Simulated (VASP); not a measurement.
# La (P6_3/mmc) in VASP: notebook

The runs below take La through single point, with LDA.

Everything below comes from runs of VASP 6.6.1. Logs are shortened: lines on timing, memory, paths and dates and some standing lists are left out, and cuts for length are marked.

**1. The structure**

The structure is hexagonal, space group P6_3/mmc (No. 194). The conventional cell has a = 3.750 Å, b = 3.750 Å, c = 6.070 Å, α = 90.00°, β = 90.00°, γ = 120.00°. La (site symmetry -6m2) is surrounded by 12 La at 3.73 to 3.75 Å.

This isn't the form of La at room conditions, which is double hcp.

**2. Single point, LDA**

The input, INCAR:

```
SYSTEM = La
PREC = Accurate ; ENCUT = 500
EDIFF = 1E-6 ; ISMEAR = -1
SIGMA = 0.1 ; LREAL = .FALSE.
LASPH = .TRUE. ; NELM = 100
ALGO = Normal ; ISIF = 2
LWAVE = .FALSE. ; LCHARG = .FALSE.
GGA = CA ; ADDGRID = .FALSE.
```

The input, KPOINTS:

```
Automatic mesh
0
G
  7 7 4
  0 0 0
```

The input, POSCAR:

```
La
1.0
    3.7500000000      0.0000000000      0.0000000000
   -1.8750000000      3.2475952642      0.0000000000
    0.0000000000      0.0000000000      6.0700000000
La
2
Direct
    0.6666666667      0.3333333333      0.7500000000
    0.3333333333      0.6666666667      0.2500000000
```

Potentials or basis: VASP PAW LDA potentials, release 64 (La).

On the command line:

```console
cat potpaw_LDA.64/La/POTCAR > POTCAR
mpirun -np 1 vasp_std > vasp.out
```

OUTCAR:

```text
SYSTEM = La
   PREC = Accurate
   ENCUT = 500
   EDIFF = 1E-6
   ISMEAR = -1
   LREAL = .FALSE.
   LASPH = .TRUE.
   NELM = 100
   ISIF = 2
   GGA = CA

 Found     24 irreducible k-points:

 Following reciprocal coordinates:
            Coordinates               Weight
  0.000000  0.000000  0.000000      1.000000
  0.142857  0.000000  0.000000      6.000000
  0.285714  0.000000  0.000000      6.000000
  0.428571  0.000000  0.000000      6.000000
  0.142857  0.142857  0.000000      6.000000
  0.285714  0.142857  0.000000     12.000000
   k-points           NKPTS =     24   k-points in BZ     NKDIM =     24   number of bands    NBANDS=     15
   number of dos      NEDOS =    301   number of ions     NIONS =      2
   total plane-waves  NPLWV =  37632
   dimension x,y,z NGX =    28 NGY =   28 NGZ =   48
   dimension x,y,z NGXF=    56 NGYF=   56 NGZF=   96
   ions per type =               2
   NGX,Y,Z   is equivalent  to a cutoff of  12.41, 12.41, 13.15 a.u.
   NGXF,Y,Z  is equivalent  to a cutoff of  24.83, 24.83, 26.29 a.u.
 SYSTEM =  La
   PREC   = accura    normal or accurate (medium, high low for compatibility)
   ISTART =      0    job   : 0-new  1-cont  2-samecut
   ICHARG =      2    charge: 1-file 2-atom 10-const
   ISPIN  =      1    spin polarized calculation?
   LNONCOLLINEAR =      F non collinear calculations
   LSORBIT =      F    spin-orbit coupling
   LASPH  =      T    aspherical Exc in radial PAW
   ENCUT  =  500.0 eV  36.75 Ry    6.06 a.u.   6.84  6.84 11.07*2*pi/ulx,y,z
   NELM   =    100;   NELMIN=  2; NELMDL= -5     # of ELM steps
   EDIFF  = 0.1E-05   stopping-criterion for ELM
   LREAL  =      F    real-space projection
   EDIFFG = 0.1E-04   stopping-criterion for IOM
   NSW    =      0    number of steps for IOM
   IBRION =     -1    ionic relax: 0-MD 1-quasi-New 2-CG
   NFREE  =      0    steps in history (QN), initial steepest desc. (CG)
   ISIF   =      2    stress and relaxation
   ISYM   =      2    0-nonsym 1-usesym 2-fastsym
   POTIM  = 0.5000    time-step for ionic-motion
   TEBEG  =    0.0;   TEEND  =   0.0 temperature during run
   PSTRESS=    0.0 pullay stress
   NELECT =      22.0000    total number of electrons
   NUPDOWN=      -1.0000    fix difference up-down
   EMIN   =  10.00;   EMAX   =-10.00  energy-range for DOS
   EFERMI =   0.00;   METHOD = LEGACY
   ISMEAR =    -1;   SIGMA  =   0.10  broadening in eV -4-tet -1-fermi 0-gaus
   EFERMI_NEDOS =   21; number of points for ismear=-14 and -15
   IALGO  =     38    algorithm
   IMIX   =      4    mixing-type and parameters
     AMIX     =   0.40;   BMIX     =  1.00
     AMIX_MAG =   1.60;   BMIX_MAG =  1.00
  volume/ion in A,a.u.               =      36.96       249.43
  Fermi-wavevector in a.u.,A,eV,Ry     =   1.093004  2.065478 16.254307  1.194658
  Thomas-Fermi vector in A             =   2.229281
   LORBIT       =      0    0 simple, 1 ext, 2 COOP (PROOUT), +10 PAW based schemes
   GGA     = CA    functional components
   LHFCALC =     F    Hartree Fock is set to
   AEXX    =    0.0000 exact exchange contribution
   IVDW    =     0    specifies the selected vdW correction
   LEPSILON=     F    determine dielectric tensor
   LRPA    =     F    only Hartree local field effects (RPA)
 non-spin polarized calculation
  energy-cutoff  :      500.00
  volume of cell :       73.92
 maximum number of plane-waves:      1899
 NGX is ok and might be reduce to    28
   NGX = 13   NGY = 13   NGZ = 23

 number of electron      21.9999997 magnetization

 Free energy of the ion-electron system (eV)
  ---------------------------------------------------
  ext. energy  EPLUGINS =         0.00000000
  ---------------------------------------------------
  free energy    TOTEN  =       -11.04357243 eV

  energy without entropy =      -10.89454936  energy(sigma->0) =      -10.96906090

 E-fermi :   7.6739     XC(G=0):  -9.7827

 val. band max:        7.6731658214   @ k =   0.2857   0.2857   0.5000
 cond. band min:       7.6797997915   @ k =   0.2857   0.2857   0.2500
 fundamental gap:      0.0066339702
 Fermi energy:         7.6739073729

 k-point     1 :       0.0000    0.0000    0.0000
  band No.  band energies     occupation
      1     -25.0316      2.00000
      2     -24.8220      2.00000
      3      -9.4370      2.00000
      4      -8.2083      2.00000
      5      -8.2083      2.00000
      6      -8.0172      2.00000
      7      -8.0172      2.00000
      8      -7.9843      2.00000
      9       4.5038      2.00000
     10       5.9301      2.00000
     11       8.7044      0.00007
     12       8.9939      0.00000
     13       8.9994      0.00000
     14       9.0911      0.00000
     15       9.1708      0.00000

 k-point     2 :       0.1429    0.0000    0.0000
  band No.  band energies     occupation
      1     -24.9987      2.00000
      2     -24.8068      2.00000
      3      -9.3506      2.00000
      4      -8.4276      2.00000
      5      -8.2757      2.00000
      6      -8.2397      2.00000
      7      -8.0463      2.00000
      8      -8.0209      2.00000
      9       5.0254      2.00000
     10       6.3876      1.99999
     11       8.0516      0.04477
     12       8.6255      0.00015
     13       8.7559      0.00004
     14       8.9831      0.00000
     15       9.1464      0.00000
[... 41 lines left out ...]
      3      -9.1928      2.00000
      4      -8.6906      2.00000
      5      -8.6435      2.00000
      6      -8.3368      2.00000
      7      -8.1544      2.00000
      8      -8.0970      2.00000
      9       5.8751      2.00000
     10       7.0126      1.99732
     11       7.5287      1.62070
     12       7.8490      0.29594
     13       8.5059      0.00049
     14       8.5464      0.00032
     15       9.2853      0.00000

 k-point     6 :       0.2857    0.1429    0.0000
  band No.  band energies     occupation
      1     -24.8631      2.00000
      2     -24.7633      2.00000
      3      -9.0754      2.00000
      4      -8.9369      2.00000
      5      -8.9132      2.00000
      6      -8.5458      2.00000
      7      -8.2832      2.00000
      8      -8.2492      2.00000
      9       6.7457      1.99981
     10       6.8499      1.99947
     11       6.9011      1.99912
     12       8.0530      0.04414
     13       8.3874      0.00159
     14       8.8864      0.00001
     15       9.1671      0.00000

 [... further k-points ...]

------------------------ aborting loop because EDIFF is reached ----------------------------------------

  FORCE on cell =-STRESS in cart. coord.  units (eV):
  Direction    XX          YY          ZZ          XY          YZ          ZX
  --------------------------------------------------------------------------------------
  -------------------------------------------------------------------------------------
  Total       -1.4190019     -1.4190019     -1.0910496      0.0000000      0.0000000      0.0000000
  in kB      -30.7547151    -30.7547151    -23.6468456      0.0000000      0.0000000      0.0000000
  external PRESSURE =     -28.3854252 kB  Pullay stress =       0.0000000 kB

 VOLUME and BASIS-vectors are now :
 -----------------------------------------------------------------------------
  energy-cutoff  :      500.00
  volume of cell :       73.92
      direct lattice vectors                 reciprocal lattice vectors
     3.750000000  0.000000000  0.000000000     0.266666667  0.153960072  0.000000000
    -1.875000000  3.247595264  0.000000000     0.000000000  0.307920144  0.000000000
     0.000000000  0.000000000  6.070000000     0.000000000  0.000000000  0.164744646

 POSITION                                       TOTAL-FORCE (eV/Angst)
 -----------------------------------------------------------------------------------
      1.87500      1.08253      4.55250        -0.000000     -0.000000      0.000000
     -0.00000      2.16506      1.51750         0.000000      0.000000      0.000000
 -----------------------------------------------------------------------------------
    total drift:                                0.000000     -0.000000      0.000000

  FREE ENERGIE OF THE ION-ELECTRON SYSTEM (eV)
  ---------------------------------------------------
  free  energy   TOTEN  =       -11.0435724343 eV

  energy  without entropy=      -10.8945493558  energy(sigma->0) =      -10.96906090
```

Run time: 17 s. Hardware: 1 thread of AMD EPYC 9R45 (Zen 5), shared host; peak memory 0.14 GiB.

These settings aren't checked as converged: the numbers below hold their error.

Results:

```
Free energy            : -11.0436 eV
Pressure               : -2.8 GPa
Band gap on the k mesh : none (metal or under the smearing width)
```

**3. Single point, LDA**

INCAR is that of step 2.

KPOINTS is that of step 2.

The input, POSCAR:

```
La
1.0
    3.7500000000      0.0000000000      0.0000000000
   -1.8750000000      3.2475952642      0.0000000000
    0.0000000000      0.0000000000      6.0700000000
La
2
Direct
    0.6527560000      0.3219160000      0.7382770000
    0.3157440000      0.6620370000      0.2676620000
```

Potentials or basis: VASP PAW LDA potentials, release 64 (La).

On the command line:

```console
cat potpaw_LDA.64/La/POTCAR > POTCAR
mpirun -np 1 vasp_std > vasp.out
```

OUTCAR:

```text
SYSTEM = La
   PREC = Accurate
   ENCUT = 500
   EDIFF = 1E-6
   ISMEAR = -1
   LREAL = .FALSE.
   LASPH = .TRUE.
   NELM = 100
   ISIF = 2
   GGA = CA

 Found     99 irreducible k-points:

 Following reciprocal coordinates:
            Coordinates               Weight
  0.000000  0.000000  0.000000      1.000000
  0.142857  0.000000  0.000000      2.000000
  0.000000  0.142857  0.000000      2.000000
 -0.142857  0.142857  0.000000      2.000000
  0.285714  0.000000  0.000000      2.000000
  0.000000  0.285714  0.000000      2.000000
   k-points           NKPTS =     99   k-points in BZ     NKDIM =     99   number of bands    NBANDS=     15
   number of dos      NEDOS =    301   number of ions     NIONS =      2
   total plane-waves  NPLWV =  37632
   dimension x,y,z NGX =    28 NGY =   28 NGZ =   48
   dimension x,y,z NGXF=    56 NGYF=   56 NGZF=   96
   ions per type =               2
   NGX,Y,Z   is equivalent  to a cutoff of  12.41, 12.41, 13.15 a.u.
   NGXF,Y,Z  is equivalent  to a cutoff of  24.83, 24.83, 26.29 a.u.
 SYSTEM =  La
   PREC   = accura    normal or accurate (medium, high low for compatibility)
   ISTART =      0    job   : 0-new  1-cont  2-samecut
   ICHARG =      2    charge: 1-file 2-atom 10-const
   ISPIN  =      1    spin polarized calculation?
   LNONCOLLINEAR =      F non collinear calculations
   LSORBIT =      F    spin-orbit coupling
   LASPH  =      T    aspherical Exc in radial PAW
   ENCUT  =  500.0 eV  36.75 Ry    6.06 a.u.   6.84  6.84 11.07*2*pi/ulx,y,z
   NELM   =    100;   NELMIN=  2; NELMDL= -5     # of ELM steps
   EDIFF  = 0.1E-05   stopping-criterion for ELM
   LREAL  =      F    real-space projection
   EDIFFG = 0.1E-04   stopping-criterion for IOM
   NSW    =      0    number of steps for IOM
   IBRION =     -1    ionic relax: 0-MD 1-quasi-New 2-CG
   NFREE  =      0    steps in history (QN), initial steepest desc. (CG)
   ISIF   =      2    stress and relaxation
   ISYM   =      2    0-nonsym 1-usesym 2-fastsym
   POTIM  = 0.5000    time-step for ionic-motion
   TEBEG  =    0.0;   TEEND  =   0.0 temperature during run
   PSTRESS=    0.0 pullay stress
   NELECT =      22.0000    total number of electrons
   NUPDOWN=      -1.0000    fix difference up-down
   EMIN   =  10.00;   EMAX   =-10.00  energy-range for DOS
   EFERMI =   0.00;   METHOD = LEGACY
   ISMEAR =    -1;   SIGMA  =   0.10  broadening in eV -4-tet -1-fermi 0-gaus
   EFERMI_NEDOS =   21; number of points for ismear=-14 and -15
[... 18 lines left out ...]
   NGX = 13   NGY = 13   NGZ = 23

 number of electron      21.9999999 magnetization

 Free energy of the ion-electron system (eV)
  ---------------------------------------------------
  ext. energy  EPLUGINS =         0.00000000
  ---------------------------------------------------
  free energy    TOTEN  =       -11.02883520 eV

  energy without entropy =      -10.89012988  energy(sigma->0) =      -10.95948254

 E-fermi :   7.6800     XC(G=0):  -9.7744

 val. band max:        7.6655790187   @ k =   0.4286   0.4286   0.2500
 cond. band min:       7.6869984665   @ k =   0.4286   0.4286   0.5000
 fundamental gap:      0.0214194478
 Fermi energy:         7.6800485364

 k-point     1 :       0.0000    0.0000    0.0000
  band No.  band energies     occupation
      1     -25.0401      2.00000
      2     -24.8110      2.00000
      3      -9.4583      2.00000
      4      -8.2266      2.00000
      5      -8.2117      2.00000
      6      -8.0155      2.00000
      7      -8.0039      2.00000
      8      -7.9648      2.00000
      9       4.5169      2.00000
     10       5.9087      2.00000
     11       8.6711      0.00010
     12       8.9313      0.00001
     13       8.9429      0.00001
     14       9.0772      0.00000
[... 77 lines left out ...]
      2     -24.7692      2.00000
      3      -9.1638      2.00000
      4      -8.9191      2.00000
      5      -8.6651      2.00000
      6      -8.4260      2.00000
      7      -8.1134      2.00000
      8      -8.1084      2.00000
      9       6.0578      2.00000
     10       6.5770      1.99997
     11       7.4969      1.72376
     12       8.0922      0.03194
     13       8.6228      0.00016
     14       8.8729      0.00001
     15       9.0259      0.00000

 [... further k-points ...]

------------------------ aborting loop because EDIFF is reached ----------------------------------------

  FORCE on cell =-STRESS in cart. coord.  units (eV):
  Direction    XX          YY          ZZ          XY          YZ          ZX
  --------------------------------------------------------------------------------------
  -------------------------------------------------------------------------------------
  Total       -1.4247968     -1.3984986     -0.9548621      0.0156446      0.0107958     -0.0130855
  in kB      -30.8803096    -30.3103364    -20.6951874      0.3390732      0.2339817     -0.2836076
  external PRESSURE =     -27.2952778 kB  Pullay stress =       0.0000000 kB

 VOLUME and BASIS-vectors are now :
 -----------------------------------------------------------------------------
  energy-cutoff  :      500.00
  volume of cell :       73.92
      direct lattice vectors                 reciprocal lattice vectors
     3.750000000  0.000000000  0.000000000     0.266666667  0.153960072  0.000000000
    -1.875000000  3.247595264  0.000000000     0.000000000  0.307920144  0.000000000
     0.000000000  0.000000000  6.070000000     0.000000000  0.000000000  0.164744646

 POSITION                                       TOTAL-FORCE (eV/Angst)
 -----------------------------------------------------------------------------------
      1.84424      1.04545      4.48134         0.002315     -0.002229      0.196481
     -0.05728      2.15003      1.62471        -0.002315      0.002229     -0.196481
 -----------------------------------------------------------------------------------
    total drift:                                0.000002     -0.000000      0.000006

  FREE ENERGIE OF THE ION-ELECTRON SYSTEM (eV)
  ---------------------------------------------------
  free  energy   TOTEN  =       -11.0288351997 eV

  energy  without entropy=      -10.8901298763  energy(sigma->0) =      -10.95948254
```

stdout:

```text
POSCAR found type information on POSCAR La
 POSCAR found :  1 types and       2 ions
 scaLAPACK will be used
 LDA part: xc-table for (Slater(with rela. corr.)+CA(PZ))
 , standard interpolation
 POSCAR, INCAR and KPOINTS ok, starting setup
 FFT: planning ... GRIDC
 FFT: planning ... GRID_SOFT
 FFT: planning ... GRID
 WAVECAR not read
 entering main loop
```

It took 60 s on 1 thread of AMD EPYC 9R45 (Zen 5), shared host; peak memory 0.21 GiB.

These settings aren't checked as converged: the numbers below hold their error.

Results:

```yaml
Free_energy: -11.0288 eV
Pressure: -2.7 GPa
Largest_force: 0.197 eV/Å
Band_gap_on_the_k_mesh: none (metal or under the smearing width)
```
